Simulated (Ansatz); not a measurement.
We consider tetradymite Sb2Te3, described by LDA (Ansatz, a program for electronic structure, PAW).

Numerical settings: plane-wave cutoff 520 eV, 10×10×10 k mesh, scalar-relativistic PAW data made under PBE.

Computed at the level's own relaxed cell.

### Question
Estimate the elastic constant C44, Voigt–Reuss–Hill bulk modulus, elastic constant C11, elastic constant C12, elastic constant C13, elastic constant C33 and elastic constant C66 that the calculation returns.

### Answer

* **elastic constant C44**: 40.5 GPa
* **Voigt–Reuss–Hill bulk modulus**: 44.7 GPa
* **elastic constant C11**: 86.6 GPa
* **elastic constant C12**: 22.5 GPa
* **elastic constant C13**: 31.7 GPa
* **elastic constant C33**: 60.0 GPa
* **elastic constant C66**: 32.1 GPa

Elastic constants are with the ions relaxed.

Spin–orbit coupling is not included.

Computed values are for the static lattice.
